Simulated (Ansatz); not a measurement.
# Ir under changes of volume

One of the cells (14.059 Å³/atom); the others are scaled copies at fixed shape and fractional positions:

```
CELL_PARAMETERS angstrom
0.00000 1.91560 1.91560
1.91560 0.00000 1.91560
1.91560 1.91560 0.00000
ATOMIC_POSITIONS crystal
Ir 0.00000 0.00000 0.00000
```

```yaml
Program: Ansatz 0.2.0
Functional: PBE0
Potentials_or_basis: Ansatz PAW
Cutoff: "420 eV (not typed: the program's choice for these potentials)"
k_mesh: 6 × 6 × 6
Occupations: fermi-dirac, width 0.05 eV
Spin: no spin polarisation
```

```csv
volume (Å³/atom),energy over the lowest point (meV/atom),pressure (GPa)
13.215,62.04,26.9
13.496,24.40,16.2
13.778,4.41,6.8
14.059,0.00,-1.6
14.340,9.43,-9.0
14.621,?,?
14.902,63.62,-21.4
```

Problem. What does the run at 14.621 Å³/atom give?

Solution. Energy over the lowest point 31.10 meV/atom; pressure -15.6 GPa.

Worked out: A Birch-Murnaghan fit of order 3 (a polynomial in V^(-2/3)) to the other rows has its minimum at 14.00 Å³/atom with B0 = V·E''(V) = 401 GPa and B' = 5.0. It gives 31.11 meV/atom at 14.621 Å³/atom, against the run's 31.10, and -dE/dV = -15.6 GPa, against -15.6.

Energies are extrapolated to zero smearing.

Caveats: all runs use coarse meshes; the PAW data sets come from PBE, with cores solved anew for the run's functional, which leaves a small shift of forces and pressure; the thresholds are loose for stress.
